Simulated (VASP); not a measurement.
A run of VASP 6.6.1 is set up as follows.

Contents of INCAR:

```
SYSTEM = AlN
PREC     = Accurate       ! precision mode
ENCUT    = 520            ! plane-wave cutoff, eV
EDIFF    = 0.05           ! SCF threshold, eV
ISMEAR   = 0              ! smearing method
SIGMA    = 0.02           ! smearing width, eV
LREAL    = .False.        ! projectors in reciprocal space
LASPH    = .True.         ! aspherical terms in the spheres
NELM     = 60             ! most SCF steps
ALGO     = Normal         ! electronic algorithm
ISIF     = 4              ! what is computed and relaxed
LWAVE    = .False.        ! write WAVECAR
LCHARG   = .False.        ! write CHGCAR
GGA      = PE             ! functional
IBRION   = 2              ! ionic algorithm
NSW      = 80             ! ionic steps
EDIFFG   = -0.002         ! ionic threshold
```

The input KPOINTS:

```
Automatic mesh
0
Gamma
  12 12 6
  0 0 0
```

File POSCAR:

```
AlN                                     
1.0
    3.0970496342      0.0000000000     -0.0000000000
   -1.5485248170      2.6821236580      0.0000000000
   -0.0000000000      0.0000000000      4.9659344349
  Al              N             
     2     2
Direct
     0.3333333300000021    0.6666666699999979    0.9992577509682717
     0.6666666699999979    0.3333333300000021    0.4992577509682717
     0.3333333300000021    0.6666666699999979    0.3807422490317308
     0.6666666699999979    0.3333333300000021    0.8807422490317308
```

Potentials or basis: VASP PAW PBE potentials, release 64 (Al, N).

Launch:

```sh
$ cat potpaw_PBE.64/Al/POTCAR potpaw_PBE.64/N/POTCAR > POTCAR
$ mpirun -np 1 vasp_std > vasp.out
```

(1) Estimate the band gap on the k mesh.

## Answers

(1) 4.31 eV, direct.
